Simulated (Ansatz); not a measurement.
Mg in Ansatz: the effect of functional

The system is Mg.

```xyz
2
Lattice="3.1438 0.0000 0.0000 -1.5719 2.7226 0.0000 0.0000 0.0000 5.1039" Properties=species:S:1:pos:R:3 pbc="T T T"
Mg    1.5719    0.9075    3.8280
Mg    0.0000    1.8151    1.2760
```

The cell isn't the ideal one: volume scaled by 0.94.

Alike in all runs:

| Property | Result |
| --- | --- |
| Program | Ansatz 0.2.0 |
| Task | single point |
| Potentials or basis | Ansatz PAW |
| k mesh | 10 × 10 × 5 |
| Occupations | fermi-dirac, width 0.05 eV |
| Spin | no spin polarisation |

```csv
functional,cutoff,pressure (GPa)
LDA,420 eV (not typed: the program's choice for these potentials),-0.3
r2SCAN,500 eV (not typed: the program's choice for these potentials),1.4
PBE,420 eV (not typed: the program's choice for these potentials),?
```

Problem. What does the run with functional PBE give?

Solution. Pressure 2.0 GPa.

Caveats: the PAW data sets come from PBE, with cores solved anew for the run's functional, which leaves a small shift of forces and pressure (some runs).
